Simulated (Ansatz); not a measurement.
Runs of Ansatz 0.2.0 on CdS. Symmetry: Fm-3m, No. 225, cubic system. Conventional cell: a = 5.506 Å, b = 5.506 Å, c = 5.506 Å, α = 90.00°, β = 90.00°, γ = 90.00°. Cd (site symmetry m-3m) is surrounded by 6 S at 2.75 Å. S (site symmetry m-3m) has 6 Cd at 2.75 Å as nearest neighbours. Measurements of this composition are mostly on another form, of space group No. 186.

| task | level | potentials or basis | spin | cell | k mesh | cutoff (eV) | smearing | other keys | gap on the mesh (eV) | pressure (GPa) |
| --- | --- | --- | --- | --- | --- | --- | --- | --- | --- | --- |
| single point | RPBE+D3(BJ)-ATM | Ansatz PAW | SOC, no magnetisation | as given | 8 × 8 × 8 | 420 | fermi-dirac 0.15 eV | - | none | -13.1 |
| single point | LDA+D4 | Ansatz PAW | collinear, zero start | atoms moved at random, drawn with an rms of 0.15 Å | 6 × 6 × 6 | 420 | gaussian 0.025 eV | hamiltonian.dispersion = d4 | 0.09 | -8.2 |
| projected density of states | SVWN5 | Ansatz PAW | SOC, no magnetisation | as given | 8 × 8 × 8 | 420 | cold 0.05 eV | - | none | (a) |
| single point | LC-wPBE+D4 | Ansatz PAW earlier set | off | as given | 5 × 5 × 5 | 620 | fixed | - | 6.44 | -7.9 |
| projected density of states | PBEsol | Ansatz PAW | off | cell strained at random at fixed volume | 6 × 6 × 7 | 450 | fermi-dirac 0.15 eV | basis.ecutwfc = 450 eV; hamiltonian.xc = pbesol | none | -4.0 |

Q: Estimate the missing entries.

A: (a) -7.0.

Caveats: the PAW data sets come from PBE, with cores solved anew for the run's functional, which leaves a small shift of forces and pressure; the dispersion damping was fitted for another functional or another form of the correction (some runs); pairwise dispersion overbinds metals, which lowers pressure and volume (some runs); odd divisions of the mesh miss points on the zone boundary, where band edges often lie, so the gap on the mesh can be too wide (some runs); the thresholds are loose for stress (some runs).

A k mesh can miss the band edges, and rows without SOC leave out spin-orbit coupling on Cd.

A gap of «none» marks a metal or a gap under the smearing width.
